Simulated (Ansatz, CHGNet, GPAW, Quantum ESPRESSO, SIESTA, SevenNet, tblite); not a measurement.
**Forces in Cu3Au-type CuAu3, size series (48 atoms), program by program**

One geometry of Cu3Au-type CuAu3, size series (48 atoms) is solved by several programs and methods. How far do their forces lie from a plane-wave PBE run?

Results are calculated, not measured.

In doubt: a PseudoDojo file used here is known to give poor structures and forces (SIESTA), which bears on pressures, cells, forces and phonons.

## (1) The cell

The cell holds 48 atoms (12 Cu and 36 Au), with edges of 7.96, 7.96 and 11.94 Å. Recipe: Cu3Au-type CuAu3 (cell 3.98, 3.98, 3.98, 90, 90, 90), 2 x 2 x 3 conventional cells; every coordinate displaced by a Gaussian of 0.08 Å. Then every atom was moved at random, 0.05 Å r.m.s. a Cartesian component. The density is 17.2 g/cm³.

## (2) The reference input

Quantum ESPRESSO 7.5: Kohn-Sham DFT, PBE, SSSP efficiency 1.3.0 pseudopotentials, plane waves. Its input, pw.in:

```
&control
  calculation = 'scf'
  pseudo_dir = './pseudo'
  outdir = './tmp'
  disk_io = 'none'
  tprnfor = .true.
  tstress = .true.
/
&system
  ibrav = 0
  nat = 48
  ntyp = 2
  ecutwfc = 60
  ecutrho = 480
  nosym = .true.
  occupations = 'smearing'
  smearing = 'fd'
  degauss = 0.003675
/
&electrons
  conv_thr = 2.4e-07
  electron_maxstep = 100
  mixing_beta = 0.2
  mixing_mode = 'local-TF'
  diagonalization = 'david'
/
ATOMIC_SPECIES
Cu 63.546 Cu.upf
Au 196.967 Au.upf
CELL_PARAMETERS angstrom
7.96000 0.00000 0.00000
0.00000 7.96000 0.00000
0.00000 0.00000 11.94000
ATOMIC_POSITIONS crystal
Cu 0.02112 0.00150 0.00849
Au 0.01713 0.26668 0.15585
Au 0.24612 0.01883 0.17378
Au 0.25677 0.25366 0.99985
[... 42 atom lines left out ...]
Au 0.76955 0.49333 0.85360
Au 0.75012 0.74248 0.67403
K_POINTS gamma
```

```console
$ OMP_NUM_THREADS=1 mpirun -np 4 pw.x -in pw.in > output.txt
```

The job ended after 2.7 min (4 MPI ranks of Arm Neoverse V1, shared host; peak memory 2.7 GiB).

It converged with an r.m.s. force component of 1.0 eV/Å and a pressure of 12 GPa.

## (3) The other programs

- CHGNet: machine-learned potential, published weights.
- GPAW 26.7.0: PAW with atomic orbitals (LCAO), plane waves or a real-space grid of spacing h.
- Quantum ESPRESSO 7.5: plane waves; labels (QE) give functional, pseudopotential set and cutoffs of waves/density.
- SIESTA 5.4.2: numerical atomic orbitals, whose automatically made sets are far from complete, with PseudoDojo norm-conserving potentials that we converted to its format (checked against plane waves on the same files for H, C, O, Si, Ge and Ca alone); labels give functional, basis size, energy shift and mesh cutoff.
- SevenNet: machine-learned potential, published weights.

All use the same cell and atoms, and the electronic-structure runs the same k-mesh.

## (4) Side by side

Differences are against the reference: forces as r.m.s. over components, share as that over the reference's r.m.s. force, slope as the fitted ratio of a run's forces to the reference's.

```
                                                 run  Δ force, r.m.s. (meV/Å)  share (%)  slope  Δ pressure (GPa)  cores  CPU time  memory (GiB)
                                           reference                        -          -      -                 -      4    11 min           2.7
                              CHGNet 0.3.0 potential                      204       19.4  0.832              3.25      1     3.9 s          0.99
                             CHGNet r2SCAN potential                      485       46.3  0.546             -2.94      1     4.8 s          0.99
                         GPAW PBE, LCAO dzp, h 0.2 Å                      224       21.3  1.202                 -      1   2.8 min           1.1
   GPAW PBE, LCAO dzp, h 0.2 Å, other mixer settings                      224       21.4  1.203                 -      1   2.8 min           1.1
            GPAW PBE, LCAO sz(dzp), h 0.2 Å (coarse)                      299       28.5  1.207                 -      1      47 s          0.98
                      GPAW revPBE, LCAO dzp, h 0.2 Å                      241       23.0  1.219                 -      1   2.8 min           1.1
   QE PBE, sssp-1.3.0-efficiency, 20/160 Ry (coarse)                      530       50.6  1.307              -734      2   3.3 min          0.56
         SIESTA PBE, DZP, shift 0.01 Ry, mesh 200 Ry                      197       18.8  1.182            -0.869      2   1.8 min          0.67
         SIESTA PBE, DZP, shift 0.01 Ry, mesh 500 Ry                      198       18.9  1.183            -0.907      2   4.7 min           1.3
SIESTA PBE, SZP, shift 0.01 Ry, mesh 500 Ry (coarse)                      125       11.9  1.106             -10.1      2   3.8 min           1.2
         SIESTA PBE, TZP, shift 0.01 Ry, mesh 500 Ry                      168       16.0  1.152             -2.03      4   6.7 min           1.9
                                SevenNet 0 potential                      135       12.9  0.961              2.66      1     8.1 s          0.73
```

Rows marked coarse were listed beforehand as settings not expected to be converged; some can still land near the reference.

Times of the machine-learned potentials are mostly Python's start and the loading of weights.

CPU time is summed over cores on shared hosts, so it is rough.

## (5) What came out

Forces lie from 12 % (SIESTA PBE, SZP, shift 0.01 Ry, mesh 500 Ry, coarse) to 51 % (QE PBE, sssp-1.3.0-efficiency, 20/160 Ry, coarse) of the reference's r.m.s. force of 1.0 eV/Å away from it. The PBE runs in local orbitals, coarse settings apart, differ by 16 % (SIESTA PBE, TZP, shift 0.01 Ry, mesh 500 Ry) to 21 % (GPAW PBE, LCAO dzp, h 0.2 Å, other mixer settings); basis, grid and potentials can all enter. Machine-learned potentials differ by 13 % (SevenNet 0 potential) to 46 % (CHGNet r2SCAN potential); they were trained on other programs' data, some at another functional. Among those trained on PBE data the slope goes as low as 0.83, which softening far from their training structures can give, though the reference's k-sampling is untested too. Rows with another functional or a dispersion term differ by 23 % (GPAW revPBE, LCAO dzp, h 0.2 Å), which mixes the change of model with differences of basis and potentials.

Runs with settings chosen to be coarse differ by 12 % (SIESTA PBE, SZP, shift 0.01 Ry, mesh 500 Ry) to 51 % (QE PBE, sssp-1.3.0-efficiency, 20/160 Ry), their programs' other errors included. GPAW PBE, LCAO sz(dzp), h 0.2 Å stiffens the forces by a factor of 1.21 while following their directions (correlation 0.987); the slopes of the 4 GPAW runs lie between 1.20 and 1.22. From SIESTA PBE, DZP, shift 0.01 Ry, mesh 200 Ry to the finer SIESTA PBE, DZP, shift 0.01 Ry, mesh 500 Ry the share goes from 18.8 to 18.9 %, so the grid isn't what parts these runs from the reference. SIESTA PBE, DZP, shift 0.01 Ry, mesh 500 Ry lies farther from the reference (19 %) than the smaller basis of SIESTA PBE, SZP, shift 0.01 Ry, mesh 500 Ry (12 %). Pressures at PBE, coarse settings apart, lie -2.03 to -0.87 GPa from the reference's. A pressure off by over 25 GPa (QE PBE, sssp-1.3.0-efficiency, 20/160 Ry) is no usable stress for this cell.

**Limits.** The potentials hold different valence shells: 816 electrons in the reference, 528 in GPAW and 912 in SIESTA; this bears on time and differences. The reference's pressure holds the uncorrected Pulay stress of its 60 Ry basis, so small pressure differences may be the reference's own error. A potential file of the SIESTA runs is in doubt, which bears on their forces and pressure. Machine-learned potentials mimic data converged in k, so the reference's own k-point error enters their differences. The electronic-structure runs sample only Γ, in a cell whose shortest periodic width is 8 Å, which is coarse for a cell with partly filled levels. Spin–orbit coupling is left out, which matters for the levels of the heavy elements. The reference's pressure of 12 GPa reflects the volume that the recipe set, positions that aren't this level's minimum and the coarse k-sampling. The reference has no spin polarisation, so local moments can't form. Where levels are smeared, the DFT runs use Fermi–Dirac occupations at 580 K (0.05 eV), and energies are free energies. The atoms were displaced at random, and shares hang on the size of the forces that this gives. The reference's cutoffs and mesh weren't converged further here.

[Logs are printed without paths, hosts, clocks, repeated set-up lines and the standing remarks that a program may print on its own settings, such as how far it seeks lower states.]

[Hosts, paths, dates, database ids (printed as entryN), source tags and the programs' standing remarks are cut or masked in the printed files.]

[Cells were taken only where this reference lay near another plane-wave run.]
